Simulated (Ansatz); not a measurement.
This log comes from Ansatz, run on zincblende GaSb. The cell was relaxed with r2SCAN and then strained (epitaxial +3.0 % in the plane normal to [111], free normal strain -1.30 %), with the atoms relaxed again with r2SCAN; k points keep the names of the unstrained zone.

Structure:
```xyz
2
Lattice="-0.0879 3.0699 3.0699 3.0699 -0.0879 3.0699 3.0699 3.0699 -0.0879" Properties=species:S:1:pos:R:3 pbc="T T T"
Ga   -0.0118   -0.0118   -0.0118
Sb    1.5248    1.5248    1.5248
```

The log, with set-up remarks and timings taken out:
```
scf.n_extra_bands = 8 over 28 filled bands (N_el = 28.0): the run solves 36 bands
Pseudopotential: Ga, paw_fr, valence charge 13, recommended cutoff 500 eV
Pseudopotential: Sb, paw_fr, valence charge 15, recommended cutoff 500 eV
Crystal: 2 atoms, lattice volume = 60.350 Å³
Basis set: ecut = 500 eV, 1519 PW (Γ)
Bands: 36, of which v1, the nominal top of the filled ones, is band 28 counted from 1 (27 counted from 0)
Symmetry: 6 space group operations + 6 with time reversal
Magnetic group: BNS 160.66 (UNI 1296)
k-points: 65 of 512 (time reversal used)
preconditioner: auto → Kerker (q_TF=auto, 2.401 Å⁻¹)  [metal: Δε(μ)=0.014 eV  σ=0.020 eV  ℏωp=20.3 eV]
SCF converged after 9 iterations
Magnetization: |M| = 0.0000 μB,  M = (+0.0000, +0.0000, +0.0000) μB
Free energy (F): -10276.552629 eV
Internal energy: -10276.552568 eV  (E = F + TS)
E sigma→0 (E₀):  -10276.552598 eV
Entropy (-TS):   -0.000061 eV (-0.031 meV/atom)
Fermi energy:    7.011310 eV
--- Per-component energies (eV) ---
  E_band       = -295.073070
  E_kinetic    = 320.350562
  E_local      = -3986.900926
  E_nonlocal   = 790.588677
  E_hartree    = 1832.551335
  E_xc         = -188.755049
  E_vxc        = -160.892642
  E_paw        = -6593.626019
  E_vpaw       = -933.386033
  E_vtau       = 10.066717
  E_ewald      = -2450.639699
  E_core_change = -0.121407
  E_smearing   = -0.000061
--- Forces (eV/Å), atoms counted from 1 ---
  atom   1  Ga      0.00490      0.00490      0.00490
  atom   2  Sb    -0.00488    -0.00488    -0.00488
--- Stress (GPa, compression-positive) ---
       -2.090421       1.068261       1.068261
        1.068261      -2.090421       1.068261
        1.068261       1.068261      -2.090421
  P = ⅓ Tr σ = -2.0904 GPa (-20.904 kbar)
--- Band table (eV; the first three rows and the last of 65) ---
  k-point 0: bands = […, -4.6999, -4.6999, 6.3510, 6.3510, 6.8452, 6.8452, 6.9700, 6.9700, 7.2197, 7.2197, 9.6597, 9.6597, 9.8138, 9.8138, …]
  k-point 1: bands = […, -4.5455, -4.5452, 4.7424, 4.7686, 6.3652, 6.4122, 6.8652, 6.8850, 7.9982, 8.0321, 10.0573, 10.0602, 10.3031, 10.3145, …]
  k-point 2: bands = […, -4.1079, -4.1075, 2.7761, 2.7838, 5.9738, 5.9961, 6.4293, 6.4372, 7.9000, 7.9262, 10.6030, 10.6161, 10.8532, 10.8775, …]
  k-point 64: bands = […, -2.9502, -2.9502, 0.5777, 0.5777, 5.3355, 5.3355, 5.7225, 5.7225, 7.0512, 7.0512, 10.6622, 10.6622, 10.7709, 10.7709, …]
```

Levels at the listed points, from bands.tsv (eV from the Fermi energy, bands near the gap, counted from 0):
```tsv
# k_distance	band_18	band_19	band_20	band_21	band_22	band_23	band_24	band_25	band_26	band_27	band_28	band_29	band_30	band_31	band_32	band_33	band_34	band_35
# fermi_ev = 7.011310
# [0, 0, 0] at k_distance = 0.000000
# [-0.5, -0.5, 0] at k_distance = 1.009511
# [-0.375, -0.375, 0.25] at k_distance = 1.371536
# [-0.375, 0, 0.375] at k_distance = 1.986754
# [0, 0, 0.5] at k_distance = 2.601973
# [-0.5, -0.25, 0.25] at k_distance = 3.326023
# [-0.02474, 0, 0.02474] at k_distance = 4.375992
# [0.5, 0.5, 0.5] at k_distance = 5.277800
# levels_relative_to = fermi_ev
0.000	-15.339	-15.339	-11.711	-11.711	-0.660	-0.660	-0.166	-0.166	-0.041	-0.041	0.208	0.208	2.648	2.648	2.803	2.803	3.155	3.155
1.010	-15.334	-15.334	-9.315	-9.315	-6.950	-6.950	-2.863	-2.863	-2.483	-2.483	0.934	0.934	1.506	1.506	8.483	8.483	8.829	8.829
1.372	-15.333	-15.331	-9.346	-9.341	-6.825	-6.730	-3.723	-3.517	-2.428	-2.403	1.315	1.350	4.194	4.346	6.415	6.510	6.874	6.901
1.987	-15.335	-15.331	-9.422	-9.419	-6.816	-6.722	-3.799	-3.598	-2.171	-2.148	1.690	1.727	3.586	3.710	6.389	6.512	7.193	7.329
2.602	-15.332	-15.332	-10.174	-10.174	-6.489	-6.489	-1.443	-1.443	-1.023	-1.023	0.537	0.537	3.833	3.833	4.013	4.013	6.865	6.865
3.326	-15.334	-15.331	-9.282	-9.276	-6.876	-6.767	-3.592	-3.275	-3.158	-3.125	3.349	3.681	4.335	4.369	4.582	4.643	5.093	5.114
4.376	-15.339	-15.339	-11.695	-11.695	-0.988	-0.888	-0.472	-0.324	0.037	0.126	0.406	0.511	2.683	2.728	2.847	2.854	3.169	3.196
5.278	-15.330	-15.330	-9.962	-9.962	-6.434	-6.434	-1.676	-1.676	-1.289	-1.289	0.040	0.040	3.651	3.651	3.760	3.760	6.552	6.552
```
In order the rows are Γ, X, U, K, L, W, Γ–K (0.07), L.

Question: What input produced it? Give the YAML.

Answer:
```yaml
crystal:
  # lattice and atoms as above
kpoints:
  mp_grid: { grid: [8, 8, 8] }
  band_path:
    path:
      - [0.0, 0.0, 0.0]
      - [-0.5, -0.5, 0.0]
      - [-0.375, -0.375, 0.25]
      - [-0.375, 0.0, 0.375]
      - [0.0, 0.0, 0.5]
      - [-0.5, -0.25, 0.25]
      - [-0.02474, 0.0, 0.02474]
      - [0.5, 0.5, 0.5]
    npoints: 1
hamiltonian:
  xc: r2scan
scf:
  occupations: { method: fermi_dirac, width: 0.02 }
  n_extra_bands: 8
magnetization:
  noncollinear: true
  spin_orbit: true
output:
  forces: true
  stress: true
  eigenvalues: true
```
The term E_vtau belongs to a meta-GGA, which reads the kinetic-energy density. There is no exchange loop, so no exact exchange. Each band holds one electron and the count is doubled, so the run is non-collinear with spin-orbit coupling. A single point prints forces and stress when the output block asks for them. The lines shown narrow the functional down without fixing it; this is the one that was run. This is the file that was run; thresholds and some counts can't be read off the log exactly.

r2SCAN+SOC gives no gap: the lowest nominally empty band dips 0.09 eV below the top of the last filled one (its bottom at L, the top at Γ–K (0.07 of the way from Γ)), so the cell is a metal or semimetal at this level.

Question: It ran on 1 × NVIDIA H100 80GB HBM3 with 2 threads of AMD EPYC 7R13 Processor (Zen 3), on a shared host. About how long did it take, and how much host memory at the peak?

Answer: About 34 s, with a peak of 1.3 GiB.

The values are computed, non-magnetic, and not measurements.

Where bands overlap, v1 and c1 are numbered by the electron count and aren't everywhere filled or empty.
